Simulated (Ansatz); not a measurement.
Wanted: the native input for an Ansatz 0.2.0 run.

- Task: relaxation of cell and atoms
- Functional: LDA
- Potentials or basis: Ansatz PAW
- Cutoff: 420 eV (not typed: the program's choice for these potentials)
- k mesh: 9 × 9 × 9
- Occupations: fermi-dirac, width 0.05 eV
- Spin: no spin polarisation

As:

```xyz
2
Lattice="1.8808 1.0859 3.5141 -1.8808 1.0859 3.5141 0.0000 -2.1718 3.5141" Properties=species:S:1:pos:R:3 pbc="T T T"
As    0.0000    0.0000    2.3825
As    0.0000    0.0000    8.1597
```

One way to write it, as run:

input.yaml

```yaml
crystal:
  lattice:
    - [1.8807968987, 1.0858785957, 3.5140619945]
    - [-1.8807968987, 1.0858785957, 3.5140619945]
    - [0.0, -2.1717571915, 3.5140619945]
  atoms:
    - { symbol: As, position: [0.226, 0.226, 0.226] }
    - { symbol: As, position: [0.774, 0.774, 0.774] }
hamiltonian:
  xc: lda
  pseudopotentials: { kind: paw }
kpoints:
  mp_grid: { grid: [9, 9, 9] }
scf:
  occupations: { method: fermi_dirac, width: 0.05 }
output:
  forces: true
  stress: true
  eigenvalues: true
  write_density: true
  write_potential: true
  elf: true
  volumetric_format: npy
relax:
  f_tol: 0.01
  max_steps: 40
  cell: { stress_tol: 0.05 }
```

Potentials or basis: Ansatz PAW.

Launch:

```bash
$ ansatz run input.yaml --threads 2 --pin off --max-ram 5632MiB --backend cpu --events-out ev --progress --plain --runs-dir out
```

Results of the run:

```json
{
 "Relaxed volume": "20.40 Å³/atom",
 "Relaxed cell": "a = 3.975 Å, b = 3.975 Å, c = 3.975 Å, α = 56.49°, β = 56.49°, γ = 56.49°",
 "Space group after relaxing (to 0.05 Å)": "R-3m (No. 166)",
 "Energy gained by relaxing": "13.1 meV/atom",
 "Ionic steps": "6",
 "Pressure after relaxing": "0.0 GPa",
 "Largest force after relaxing": "0.004 eV/Å",
 "Band gap on the k mesh": "0.08 eV, indirect (least direct gap 0.60 eV)"
}
```

Caveat: odd divisions of the mesh miss points on the zone boundary, where band edges often lie, so the gap on the mesh can be too wide; the plane-wave basis is chosen anew once the cell has moved, so the energies of steps on either side of that aren't comparable; the PAW data sets come from PBE, with cores solved anew for the run's functional, which leaves a small shift of forces and pressure.

It took 13 s on 2 threads of Arm Neoverse V1 (shared host), peak memory 0.35 GiB.
